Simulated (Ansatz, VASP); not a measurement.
Given: the input of a run of Ansatz 0.2.0 on SiC (Moissanite 3C).

The input input.yaml:

```yaml
crystal:
  lattice:
    - [0.0, 2.179, 2.179]
    - [2.179, 0.0, 2.179]
    - [2.179, 2.179, 0.0]
  atoms:
    - { symbol: Si, position: [0.0, 0.0, 0.0] }
    - { symbol: C, position: [0.75, 0.75, 0.75] }
hamiltonian:
  xc: pbesol
  pseudopotentials: { kind: paw }
kpoints:
  mp_grid: { grid: [10, 10, 10] }
  band_path:
    path:
      - [[0.0, 0.0, 0.0], [0.5, 0.0, 0.5], [0.5, 0.25, 0.75], [0.375, 0.375, 0.75], [0.0, 0.0, 0.0], [0.5, 0.5, 0.5], [0.625, 0.25, 0.625], [0.5, 0.25, 0.75], [0.5, 0.5, 0.5], [0.375, 0.375, 0.75]]
      - [[0.625, 0.25, 0.625], [0.5, 0.0, 0.5]]
    npoints: 14
scf:
  occupations: { method: fermi_dirac, width: 0.05 }
  n_extra_bands: 6
output:
  forces: true
  stress: true
  eigenvalues: true
  fatbands: false
```

Potentials or basis: Ansatz PAW.

Command:

```bash
$ ansatz run input.yaml --threads 2 --pin off --max-ram 5632MiB --backend cpu --events-out ev --progress --plain --runs-dir out
```

Task: Translate it to VASP 6.6.1. Potentials there: VASP PAW PBE potentials, release 64 (Si, C).

Result: As run (the cutoff follows the program's own potentials):

File INCAR:

```
PREC = Accurate
ENCUT = 520
EDIFF = 1E-6
ISMEAR = -1
SIGMA = 0.05
LREAL = F
LASPH = T
NELM = 60
ALGO = Fast
ISIF = 2
LWAVE = F
LCHARG = F
GGA = PS
NBANDS = 11
```

Contents of KPOINTS:

```
Automatic mesh
0
Gamma
  10 10 10
```

The input POSCAR:

```
SiC
1.0
    0.0000000000      2.1790000000      2.1790000000
    2.1790000000      0.0000000000      2.1790000000
    2.1790000000      2.1790000000      0.0000000000
Si C
1 1
Direct
    0.0000000000      0.0000000000      0.0000000000
    0.7500000000      0.7500000000      0.7500000000
```

The input KPOINTS_OPT:

```
path GXWKGLUWLK,UX
10
line-mode
reciprocal
 0.0000000000  0.0000000000  0.0000000000  G
 0.5000000000  0.0000000000  0.5000000000  X

 0.5000000000  0.0000000000  0.5000000000  X
 0.5000000000  0.2500000000  0.7500000000  W

 0.5000000000  0.2500000000  0.7500000000  W
 0.3750000000  0.3750000000  0.7500000000  K

 0.3750000000  0.3750000000  0.7500000000  K
 0.0000000000  0.0000000000  0.0000000000  G

 0.0000000000  0.0000000000  0.0000000000  G
 0.5000000000  0.5000000000  0.5000000000  L

 0.5000000000  0.5000000000  0.5000000000  L
 0.6250000000  0.2500000000  0.6250000000  U

 0.6250000000  0.2500000000  0.6250000000  U
 0.5000000000  0.2500000000  0.7500000000  W

 0.5000000000  0.2500000000  0.7500000000  W
 0.5000000000  0.5000000000  0.5000000000  L

 0.5000000000  0.5000000000  0.5000000000  L
 0.3750000000  0.3750000000  0.7500000000  K

 0.6250000000  0.2500000000  0.6250000000  U
 0.5000000000  0.0000000000  0.5000000000  X
```

Potentials or basis: VASP PAW PBE potentials, release 64 (Si, C).

Run with:

```sh
$ cat potpaw_PBE.64/Si/POTCAR potpaw_PBE.64/C/POTCAR > POTCAR
$ mpirun -np 1 vasp_std > vasp.out
```

Both were run:

|  | VASP | Ansatz | Ansatz less VASP |
| --- | --- | --- | --- |
| gap on the k mesh at the Fermi level (eV) | 1.23 | 1.24 | +0.011 |
| least direct gap on the mesh (eV) | 4.44 | 4.45 | +0.010 |
| gap along the band path (eV) | 1.23 | 1.24 | +0.011 |
| pressure (GPa) | 0.2 | -0.2 | -0.34 |

Caveats: the PAW data sets were made with another functional, which shifts forces and pressure a little (VASP); the PAW data sets come from PBE, with cores solved anew for the run's functional, which leaves a small shift of forces and pressure (Ansatz).
